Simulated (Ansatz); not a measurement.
ZrO2 (tetragonal-ZrO2 type, space group P4_2/nmc)

```
CELL_PARAMETERS angstrom
      7.24208     0.00000     0.00000
      3.62104     3.62104     0.00000
      0.00000     0.00000     5.28279
ATOMIC_POSITIONS crystal
  Zr 0.00000 0.00000 0.00000
  Zr 0.50000 0.00000 0.00000
  Zr 0.00000 0.50000 0.50000
  Zr 0.50000 0.50000 0.50000
  O  0.75000 0.50000 0.19278
  O  0.25000 0.50000 0.19278
  O  0.75000 0.50000 0.69278
  O  0.25000 0.50000 0.69278
  O  0.25000 0.00000 0.30722
  O  0.75000 0.00000 0.30722
  O  0.25000 0.00000 0.80722
  O  0.75000 0.00000 0.80722
```

A phonon eigenvector at M = (0.5, 0.5, 0.0) is frozen into this cell: atom i moves by Q times the vector below, so Q is the largest atomic displacement, in Å. The cell is held. It is one choice among 2 degenerate patterns. (q is in reciprocal vectors of the primitive cell; the cell shown is doubled to hold the pattern.)

| atom | x | y | z |
|---|---|---|---|
| Zr1 | 0.000 | 0.000 | 1.000 |
| Zr2 | 0.000 | 0.000 | -1.000 |
| Zr3 | 0.000 | 0.000 | 0.275 |
| Zr4 | 0.000 | 0.000 | -0.275 |
| O5 | -0.263 | 0.524 | 0.000 |
| O6 | 0.263 | -0.524 | 0.000 |
| O7 | -0.144 | 0.958 | 0.000 |
| O8 | 0.144 | -0.958 | 0.000 |
| O9 | -0.958 | 0.144 | 0.000 |
| O10 | 0.958 | -0.144 | 0.000 |
| O11 | -0.524 | 0.263 | 0.000 |
| O12 | 0.524 | -0.263 | 0.000 |

These are PBE (plane waves to 420 eV, PAW, scalar-relativistic; Ansatz, a first-principles code) values and carry that method's errors. k mesh 9×9×6 (Γ-centred), Fermi-Dirac smearing 0.05 eV. The energy includes the smearing's −TS. This is a high-temperature form of ZrO2. ZrO2 is run without spin polarisation. ZrO2 was relaxed with its symmetry unable to fall. ΔE is measured from the undisplaced structure.

```
Q (Å)   ΔE (meV/cell)
------  -------------
-0.180          189.5
-0.150          117.1
-0.120       withheld
-0.090           34.8
-0.060           14.5
-0.030            3.5
0.000             0.0
0.030             3.5
0.060            14.5
0.090            34.8
0.120        withheld
0.150           117.1
0.180           189.5
```

### Question
Fit an even polynomial form (powers 2, 4) to the given rows and predict ΔE at Q = -0.120.

### Answer
Least squares on the 11 given rows: ΔE = (3765)·Q² + (64270)·Q⁴, in meV/cell with Q in Å; root-mean-square residual 0.09 meV/cell. At -0.120 the fit gives 67.5 meV/cell; the calculation gives 67.6 meV/cell, so the interpolation is off by -0.1 (-0.1 %). The quadratic term alone would give 54.2 meV/cell.

(For displaced atoms, the force is minus the slope of the energy, and its curvature is a force constant, which sets phonon frequencies.)
